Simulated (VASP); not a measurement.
Wanted: the native input for a VASP 6.6.1 run.

```
Task                   : single point
Functional             : PBEsol
Potentials or basis    : VASP PAW PBE potentials, release 54 (As, Ga_d)
Cutoff                 : 520 eV
k mesh                 : 8 × 8 × 8
Occupations            : gaussian, width 0.1 eV
Spin                   : no spin polarisation
Further INCAR settings : ALGO = Fast; EDIFF = 1e-06; NBANDS = 16
```

The structure of GaAs lies in POSCAR:

```
GaAs
1.0
    0.0000000000      2.8268500000      2.8268500000
    2.8268500000      0.0000000000      2.8268500000
    2.8268500000      2.8268500000      0.0000000000
As Ga
1 1
Direct
    0.7500000000      0.7500000000      0.7500000000
    0.0000000000      0.0000000000      0.0000000000
```

These files were run (other wordings do the same):

INCAR

```
SYSTEM = GaAs
PREC = Accurate
ENCUT = 520
EDIFF = 1E-6
ISMEAR = 0
SIGMA = 0.1
LREAL = .FALSE.
LASPH = .TRUE.
NELM = 80
ALGO = Fast
ISIF = 2
LWAVE = .FALSE.
LCHARG = .FALSE.
GGA = PS
NBANDS = 16
```

KPOINTS

```
regular mesh
0
G
  8 8 8
  0 0 0
```

Potentials or basis: VASP PAW PBE potentials, release 54 (As, Ga_d).

The run is started by

```bash
$ cat potpaw_PBE.54/As/POTCAR potpaw_PBE.54/Ga_d/POTCAR > POTCAR
$ mpirun -np 1 vasp_std > vasp.out
```

It gave:

```json
{"Pressure": "0.2 GPa", "Band gap on the k mesh": "0.46 eV, direct"}
```

Caveat: the PAW data sets were made with another functional, which shifts forces and pressure a little.

Wall time 19 s on 1 thread of Intel(R) Xeon(R) Platinum 8488C (Sapphire Rapids), with other jobs on the host, peak memory 0.17 GiB.
